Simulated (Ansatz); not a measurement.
# Nd (Fm-3m) in Ansatz: convergence with k mesh

Aim: find how far k mesh must go before the results for Nd settle, at PBE. This setting moves, with any that are tied to it; all else stays.

Program: Ansatz 0.2.0. These are calculated values, not measurements. Logs are shortened: lines on timing, memory, paths and dates and some standing lists are left out, and cuts for length are marked.

## Step 1: The structure

It takes space group Fm-3m (No. 225, cubic). Conventional cell: a = 5.210 Å, b = 5.210 Å, c = 5.210 Å, α = 90.00°, β = 90.00°, γ = 90.00°. Around Nd (site symmetry m-3m) lie 12 Nd at 3.68 Å.

This isn't the form of Nd at room conditions, which is double hcp.

## Step 2: With k mesh 3 × 3 × 3

The input, input.yaml:

```yaml
crystal:
  lattice:
    - [0.0, 2.6049204508, 2.6049204508]
    - [2.6049204508, 0.0, 2.6049204508]
    - [2.6049204508, 2.6049204508, 0.0]
  atoms:
    - { symbol: Nd, position: [0.0, 0.0, 0.0], spin: 3.0 }
hamiltonian:
  xc: pbe
  pseudopotentials: { kind: paw }
magnetization:
  spin_polarized: true
kpoints:
  mp_grid: { grid: [3, 3, 3] }
scf:
  occupations: { method: cold, width: 0.05 }
output:
  forces: true
  stress: true
  eigenvalues: true
```

Potentials or basis: Ansatz PAW.

Run with:

```console
$ ansatz run input.yaml --threads 2 --pin off --max-ram 5632MiB --backend cpu --events-out ev --progress --plain --runs-dir out
```

It took 5.2 s on 2 threads of Arm Neoverse V1, shared host; peak memory 0.32 GiB.

What came out:

| Quantity | Value |
| --- | --- |
| Free energy | -7330.9419 eV |
| Pressure | -5.0 GPa |
| Band gap on the k mesh | none (metal or under the smearing width) |
| Net moment | 3.56 μB per cell |
| Absolute moment | 3.56 μB per cell |
| Site moments | Nd +3.41 μB |

## Step 3: With k mesh 4 × 4 × 4

Edit input.yaml of step 2 so:

```diff
@@ -13,3 +13,3 @@
 kpoints:
-  mp_grid: { grid: [3, 3, 3] }
+  mp_grid: { grid: [4, 4, 4] }
 scf:
```

Potentials or basis: Ansatz PAW.

Run with:

```console
$ ansatz run input.yaml --threads 2 --pin off --max-ram 5632MiB --backend cpu --events-out ev --progress --plain --runs-dir out
```

It took 15 s on 2 threads of Arm Neoverse V1, shared host; peak memory 0.33 GiB.

What came out:

| Item | Value |
| --- | --- |
| Free energy | -7330.8687 eV |
| Pressure | 1.2 GPa |
| Band gap on the k mesh | none (metal or under the smearing width) |
| Net moment | 3.91 μB per cell |
| Absolute moment | 3.91 μB per cell |
| Site moments | Nd +3.66 μB |

## Step 4: With k mesh 5 × 5 × 5

Edit input.yaml of step 3 so:

```diff
@@ -13,3 +13,3 @@
 kpoints:
-  mp_grid: { grid: [4, 4, 4] }
+  mp_grid: { grid: [5, 5, 5] }
 scf:
```

Run with:

```console
$ ansatz run input.yaml --threads 2 --pin off --max-ram 5632MiB --backend cpu --events-out ev --progress --plain --runs-dir out
```

Wall time 7.7 s (2 threads of Arm Neoverse V1, shared host); peak memory 0.33 GiB.

Results:

```yaml
Free_energy: -7330.9046 eV
Pressure: 0.5 GPa
Band_gap_on_the_k_mesh: none (metal or under the smearing width)
Net_moment: 3.90 μB per cell
Absolute_moment: 3.90 μB per cell
Site_moments: Nd +3.67 μB
```

## Step 5: With k mesh 6 × 6 × 6

Edit input.yaml of step 4 so:

```diff
@@ -13,3 +13,3 @@
 kpoints:
-  mp_grid: { grid: [5, 5, 5] }
+  mp_grid: { grid: [6, 6, 6] }
 scf:
```

Run with:

```console
$ ansatz run input.yaml --threads 2 --pin off --max-ram 5632MiB --backend cpu --events-out ev --progress --plain --runs-dir out
```

Wall time 10 s (2 threads of Arm Neoverse V1, shared host); peak memory 0.34 GiB.

Results:

* Free energy: -7330.8974 eV
* Pressure: 1.0 GPa
* Band gap on the k mesh: none (metal or under the smearing width)
* Net moment: 4.13 μB per cell
* Absolute moment: 4.13 μB per cell
* Site moments: Nd +3.79 μB

## Step 6: With k mesh 8 × 8 × 8

Edit input.yaml of step 5 so:

```diff
@@ -13,3 +13,3 @@
 kpoints:
-  mp_grid: { grid: [6, 6, 6] }
+  mp_grid: { grid: [8, 8, 8] }
 scf:
```

Potentials or basis: Ansatz PAW.

Run with:

```console
$ ansatz run input.yaml --threads 2 --pin off --max-ram 5632MiB --backend cpu --events-out ev --progress --plain --runs-dir out
```

It took 39 s on 2 threads of Arm Neoverse V1, shared host; peak memory 0.39 GiB.

The run converged. Its results:

* Free energy: -7330.8978 eV
* Pressure: 0.4 GPa
* Band gap on the k mesh: none (metal or under the smearing width)
* Net moment: 3.91 μB per cell
* Absolute moment: 3.91 μB per cell
* Site moments: Nd +3.66 μB

## Step 7: With k mesh 10 × 10 × 10

Edit input.yaml of step 6 so:

```diff
@@ -13,3 +13,3 @@
 kpoints:
-  mp_grid: { grid: [8, 8, 8] }
+  mp_grid: { grid: [10, 10, 10] }
 scf:
```

Run with:

```console
$ ansatz run input.yaml --threads 2 --pin off --max-ram 5632MiB --backend cpu --events-out ev --progress --plain --runs-dir out
```

Run time: 26 s. Hardware: 2 threads of Arm Neoverse V1, shared host; peak memory 0.45 GiB.

Results (log left out):

| Property | Result |
| --- | --- |
| Free energy | -7330.9014 eV |
| Pressure | 0.5 GPa |
| Band gap on the k mesh | none (metal or under the smearing width) |
| Net moment | 3.99 μB per cell |
| Absolute moment | 3.99 μB per cell |
| Site moments | Nd +3.71 μB |

## Step 8: With k mesh 12 × 12 × 12

Edit input.yaml of step 7 so:

```diff
@@ -13,3 +13,3 @@
 kpoints:
-  mp_grid: { grid: [10, 10, 10] }
+  mp_grid: { grid: [12, 12, 12] }
 scf:
```

Run with:

```console
$ ansatz run input.yaml --threads 2 --pin off --max-ram 5632MiB --backend cpu --events-out ev --progress --plain --runs-dir out
```

It took 40 s on 2 threads of Arm Neoverse V1, shared host; peak memory 0.56 GiB.

The run converged. Its results:

| Quantity | Value |
| --- | --- |
| Free energy | -7330.8979 eV |
| Pressure | 0.5 GPa |
| Band gap on the k mesh | none (metal or under the smearing width) |
| Net moment | 3.95 μB per cell |
| Absolute moment | 3.95 μB per cell |
| Site moments | Nd +3.69 μB |

## Step 9: With k mesh 14 × 14 × 14

Edit input.yaml of step 8 so:

```diff
@@ -13,3 +13,3 @@
 kpoints:
-  mp_grid: { grid: [12, 12, 12] }
+  mp_grid: { grid: [14, 14, 14] }
 scf:
```

Potentials or basis: Ansatz PAW.

Run with:

```console
$ ansatz run input.yaml --threads 2 --pin off --max-ram 5632MiB --backend cpu --events-out ev --progress --plain --runs-dir out
```

Log:

```text
Warning: where an SCF of this run starts from atoms to list the orders of its open shells, Nd (site 0, from 0) starts with 3.13 μB on its 4f shell, in the place of the 3.00 μB that the deck gives it: an open f shell starts with all that it can hold by Hund's first rule. To start from spheres of the given moment, type scf.initial_density.shell_occupations: []
Warning: RAYON_NUM_THREADS=2 ignored (pool sized by the plan → 2); use --threads N
band count auto-derived: 16 (N_el = 14.0; filled up to band 7; 13 by the electrons, moments and atoms)
Engine: ansatz 0.2.0, aarch64-unknown-linux-gnu
Pseudopotentials: kind: paw
Pseudopotential: Nd, paw, valence charge 14, recommended cutoff 420 eV (normal), Nd.paw.azcp
Functional definition: PBE
  parameter kappa = 0.804
  parameter beta = 0.06672455060314922
  exchange = pbe_x(kappa = kappa, mu = beta*pi^2/3)
  correlation = pbe_c(beta = beta)
Crystal: 1 atoms, lattice volume = 35.352 Å³
Basis set: ecut = 420 eV, 701 PW (Γ), exchange–correlation on 50×50×50 points (8 copies of the dense FFT grid, shifted against one another)
Bands: 16, of which v1, the nominal top of the filled ones, is band 7 counted from 1 (6 counted from 0)
Symmetry: 48 space group operations
Space group: Fm-3m (ITA 225), of the structure as read, at distance tolerance 3.3e-5 Å
Magnetic group: BNS 225.116 (UNI 1618), of the structure as read, at distance tolerance 3.3e-5 Å
k-points: 104 of 2744
Non-local potential: Nd, projectors of the file, l = 0: 3, l = 1: 2, l = 2: 2, l = 3: 3
PAW form: soft (Blöchl's): semilocal exchange-correlation on the pseudo side does not see the compensation charge
PAW one-centre angular grid: Nd, 590 points (default); XC on 64 Gauss nodes
Initial density: superposition of atomic densities (chi_scale 0.1, normalization cell)
Starting moments: Σ|m| = 3 μB on 1 of 1 site
Initial wavefunctions: pseudopotential atomic-orbital guess
Functional: x = pbe(κ = 0.804, μ = 0.2195149727645171), c = pbe(β = 0.06672455060314922)
iter 1 solved again at ethr=2.09e-4 eV; its pass at ethr=3.10e-3 eV (dr2=2.93e-2 eV) is discarded
SCF iter   1: F=—  HF=-7329.723443 eV  |F-HF|=—  |Δ(HF+E_count)|=         —  Δρ=5.27e-2 (↑5.27e-2 ↓5.14e-2)  dr2=2.84e-2  dr2_m=8.61e-1  M=3.567 μB ∫|m|=3.567 μB  β_m=0.30  ethr=2.09e-4  ⟨swp⟩=1.0  Hψ=20022  notcnv=0
Mixer restart at iter 1: flushing history
preconditioner: auto → none  [metal: Δε(μ)=0.002 eV  Ē_g=11.424 eV  σ=0.050 eV  W_gap=0.02  n_scr=8 (ndim 8)  ℏωp=21.6 eV  f_vac=0.000  D(μ)=17.94/eV (n_scr^D=530)  sad-step TF]
SCF iter   2: F=—  HF=-7330.134169 eV  |F-HF|=—  |Δ(HF+E_count)|=         —  Δρ=4.14e-2 (↑4.14e-2 ↓3.64e-2)  dr2=1.39e-2  dr2_m=4.73e-1  M=3.636 μB ∫|m|=3.636 μB  β_m=0.30  ethr=2.03e-4  ⟨swp⟩=2.0  Hψ=5370  notcnv=0
[... 44 lines left out ...]
SCF iter   3: F=—  HF=-7330.898423 eV  |F-HF|=—  |Δ(HF+E_count)|=   9.85e-4  S|Δr|=    0.00e0  Δρ=1.32e-3 (↑1.32e-3 ↓1.17e-4)  dr2=4.17e-4  dr2_m=1.38e-4  M=3.991 μB ∫|m|=3.991 μB  β_m=0.08  ethr=1.12e-5  ⟨swp⟩=2.6  Hψ=8089  notcnv=0
SCF iter   4: F=—  HF=-7330.898593 eV  |F-HF|=—  |Δ(HF+E_count)|=   1.70e-4  S|Δr|=    0.00e0  Δρ=5.98e-4 (↑5.98e-4 ↓4.40e-5)  dr2=2.06e-5  dr2_m=2.87e-5  M=3.998 μB ∫|m|=3.998 μB  β_m=0.21  ethr=2.98e-6  ⟨swp⟩=1.0  Hψ=4736  notcnv=0
SCF iter   5: F=—  HF=-7330.898850 eV  |F-HF|=—  |Δ(HF+E_count)|=   2.57e-4  S|Δr|=    0.00e0  Δρ=8.02e-5 (↑8.02e-5 ↓2.51e-5)  dr2=5.98e-7  dr2_m=7.99e-7  M=3.996 μB ∫|m|=3.996 μB  β_m=0.29  ethr=1.47e-7  ⟨swp⟩=2.5  Hψ=6797  notcnv=0
SCF iter   6: F=—  HF=-7330.898853 eV  |F-HF|=—  |Δ(HF+E_count)|=   2.85e-6  S|Δr|=    0.00e0  Δρ=5.81e-5 (↑5.81e-5 ↓2.39e-5)  dr2=7.80e-7  dr2_m=4.31e-7  M=3.996 μB ∫|m|=3.996 μB  β_m=0.65  ethr=7.14e-10  ⟨swp⟩=6.2  Hψ=19845  notcnv=0
SCF iter   7: F=—  HF=-7330.898853 eV  |F-HF|=—  |Δ(HF+E_count)|=   4.90e-7  S|Δr|=    0.00e0  Δρ=2.45e-5 (↑2.45e-5 ↓5.70e-6)  dr2=1.75e-7  dr2_m=5.45e-8  M=3.995 μB ∫|m|=3.995 μB  β_m=0.82  ethr=4.27e-9  ⟨swp⟩=2.1  Hψ=5836  notcnv=0
SCF iter   8: F=-7330.898854 eV  HF=-7330.898854 eV  |F-HF|=1.95e-8  |Δ(HF+E_count)|=   1.26e-7  S|Δr|=    0.00e0  Δρ=8.67e-6 (↑8.67e-6 ↓1.71e-6)  dr2=1.10e-8  dr2_m=7.35e-9  M=3.995 μB ∫|m|=3.995 μB  ethr=7.14e-10  ⟨swp⟩=5.1  Hψ=18138  notcnv=0
SCF 4 converged in 8 iterations: F = -7330.898854 eV  dr2 = 1.10e-8
iter 1 solved again at ethr=4.68e-8 eV; its pass at ethr=3.10e-3 eV (dr2=6.55e-6 eV) is discarded
SCF iter   1: F=—  HF=-7330.950606 eV  |F-HF|=—  |Δ(HF+E_count)|=         —  Δρ=4.68e-6 (↑4.68e-6 ↓4.10e-6)  dr2=7.69e-9  dr2_m=3.61e-9  M=3.998 μB ∫|m|=3.998 μB  β_m=0.30  ethr=4.68e-8  ⟨swp⟩=3.0  Hψ=34786  notcnv=0
preconditioner: auto → none  [metal: Δε(μ)=0.004 eV  Ē_g=11.490 eV  σ=0.100 eV  W_gap=0.01  n_scr=8 (ndim 8)  ℏωp=21.6 eV  f_vac=0.000  D(μ)=3.31/eV (n_scr^D=50)]
SCF iter   2: F=-7330.950606 eV  HF=-7330.950606 eV  |F-HF|=5.54e-8  |Δ(HF+E_count)|=   2.00e-8  Δρ=1.63e-5 (↑1.63e-5 ↓4.43e-6)  dr2=7.83e-8  dr2_m=2.70e-8  M=3.998 μB ∫|m|=3.998 μB  ethr=5.50e-11  ⟨swp⟩=3.3  Hψ=9452  notcnv=0
SCF 5 converged in 2 iterations: F = -7330.950606 eV  dr2 = 7.83e-8
this state was not tested for a lower state beside it, because cold or Methfessel-Paxton smearing, or corrected tetrahedra, fill the levels in a way that the test cannot read (fill_not_monotonic; see scf.lower_state_search)
SCF converged after 8 iterations
Magnetization: 3.9954 μB (8.9977 up, 5.0023 down)
Absolute magnetization: 3.9954 μB (∫|ρ↑−ρ↓|, with the PAW one-centre terms)
Spin contamination: 0.0048 ħ² per cell (⟨S²⟩ above its minimum at these occupations)
Per-site moments (μB) at R_I (Å): [(3.7100135563348386, 1.5196144550500637)]
Free energy (F): -7330.898854 eV
Harris-Foulkes:  -7330.898854 eV  (|F-HF|=1.95e-8)
Internal energy: -7330.898608 eV  (E = F + TS)
E sigma→0 (E₀):  -7330.898772 eV
Entropy (-TS):   -0.000246 eV (-0.246 meV/atom)
Fermi energy:    11.581031 eV
--- Per-component energies (eV) ---
  E_band       = -22.455774
  E_kinetic    = 356.336807
  E_local      = -778.528153  (includes V_loc(G=0)·N_el)
  E_nonlocal   = 54.207545
  E_hartree    = 307.569683
  E_xc         = -222.252827
  E_vxc        = -239.613000  (∫ρ·V_xc dr)
  E_paw        = -5806.351501  (= ΣΔE_a)
  E_vpaw       = -29.995217  (= ΣTr[D̂ρ^β])
  E_aug_tail   = -0.000000  (compensation charges beyond the density's cutoff)
  E_ewald      = -1241.880163
  E_smearing   = -0.000246  (= −TS)
  E_closure    = -0.000000  (closes the sum)
  Σ components = -7330.898854   (vs F -7330.898854, Δ=0.00e0)
--- Forces (eV/Å), atoms counted from 1 ---
  atom   1  Nd     0.00000000     0.00000000     0.00000000
  max |Σ_I F_I| component: 5.96e-32 eV/Å
--- Stress (GPa, compression-positive) ---
        0.374995      -0.000000      -0.000000
       -0.000000       0.374995       0.000000
        0.000000       0.000000       0.374995
  P = ⅓ Tr σ = 0.3750 GPa (3.750 kbar)
--- Band table (eV; the first three rows and the last of 296) ---
  k-point 0 ↑: bands = ["-25.8172", "-6.5209", "-6.5209", "-6.5209", "7.5479", "11.1683", "11.1683", "11.1683", "11.2112", "12.1811", "12.1811", "12.1811", "13.1456", "13.1456", "13.1456", "15.5837"]
  k-point 1 ↑: bands = ["-25.8112", "-6.5797", "-6.5279", "-6.5279", "7.6954", "11.1639", "11.1639", "11.1639", "11.1961", "12.1563", "12.1563", "12.1778", "13.0567", "13.2432", "13.2432", "15.5131"]
  k-point 2 ↑: bands = ["-25.7942", "-6.7406", "-6.5474", "-6.5474", "8.1047", "11.1495", "11.1538", "11.1538", "11.1619", "12.1115", "12.1115", "12.1676", "12.8557", "13.4520", "13.4520", "15.3937"]
  k-point 147 ↓: bands = ["-24.0305", "-6.0358", "-5.8889", "-5.6425", "11.2278", "12.3835", "12.9959", "13.2543", "13.5304", "13.8420", "13.9950", "14.1988", "14.3144", "14.3309", "15.7722", "18.9230"]
```

It took 55 s on 2 threads of Arm Neoverse V1, shared host; peak memory 0.7 GiB.

What came out:

* Free energy: -7330.8989 eV
* Pressure: 0.4 GPa
* Band gap on the k mesh: none (metal or under the smearing width)
* Net moment: 4.00 μB per cell
* Absolute moment: 4.00 μB per cell
* Site moments: Nd +3.71 μB

## Step 10: The series at a glance

```tsv
k mesh	energy less the tightest run, at zero smearing (meV/atom)	pressure (GPa)	absolute moment (μB)	SCF cycles	CPU time (s)	peak memory (GiB)
3 × 3 × 3	-41.95	-5.02	3.56	38	9.2	0.32
4 × 4 × 4	30.47	1.23	3.91	241	28	0.33
5 × 5 × 5	-5.81	0.49	3.90	36	14	0.33
6 × 6 × 6	1.71	0.97	4.13	40	19	0.34
8 × 8 × 8	0.97	0.44	3.91	241	73	0.39
10 × 10 × 10	-2.60	0.46	3.99	37	50	0.45
12 × 12 × 12	0.88	0.45	3.95	39	78	0.56
14 × 14 × 14	0.00	0.37	4.00	36	110	0.7
```

Against the tightest run, the energy stays within 1 meV/atom from 12 × 12 × 12 on; the pressure stays within 0.1 GPa from 8 × 8 × 8 on. Not settled before the last step: the absolute moment (to 0.02 μB). Meshes of other sizes hit other points, so gaps and Fermi surfaces needn't settle smoothly. The tightest run that finished is the yardstick and may itself not be fully converged.

Caveats: the magnetic or orbital state may not be the lowest; spin-orbit coupling is left out, which moves the levels of the heavy elements.
